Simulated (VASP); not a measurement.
Here is a VASP 6.6.1 calculation.

The input INCAR:

```
PREC = Accurate
ENCUT = 600
EDIFF = 1E-7
ISMEAR = 0
SIGMA = 0.03
LREAL = F
LASPH = T
NELM = 80
ALGO = Normal
ISIF = 2
LWAVE = F
LCHARG = F
GGA = CA
IBRION = 2
NSW = 40
EDIFFG = -0.01
```

The input KPOINTS:

```
regular mesh
0
Gamma
  14 14 14
```

Contents of POSCAR:

```
C                                       
1.0
    0.0000000000      1.7669621626      1.7669621626
    1.7669621626      0.0000000000      1.7669621626
    1.7669621626      1.7669621626      0.0000000000
  C             
     2
Direct
     0.0000000000000000    0.0000000000000000    0.0000000000000000
     0.2500000000000000    0.2500000000000000    0.2500000000000000
```

Potentials or basis: VASP PAW LDA potentials, release 64 (C).

Run with:

```bash
$ cat potpaw_LDA.64/C/POTCAR > POTCAR
$ mpirun -np 1 vasp_std > vasp.out
```

**Question.** What does it give for the band gap on the k mesh?

**Answer.** 4.17 eV, indirect (least direct gap 5.62 eV).

Final structure:
```xyz
2
Lattice="0.0000 1.7670 1.7670 1.7670 0.0000 1.7670 1.7670 1.7670 0.0000" Properties=species:S:1:pos:R:3 pbc="T T T"
C     0.0000    0.0000    0.0000
C     0.8835    0.8835    0.8835
```

Caveat: the relaxation stopped at its first step, so nothing moved. A k mesh can miss the band edges.
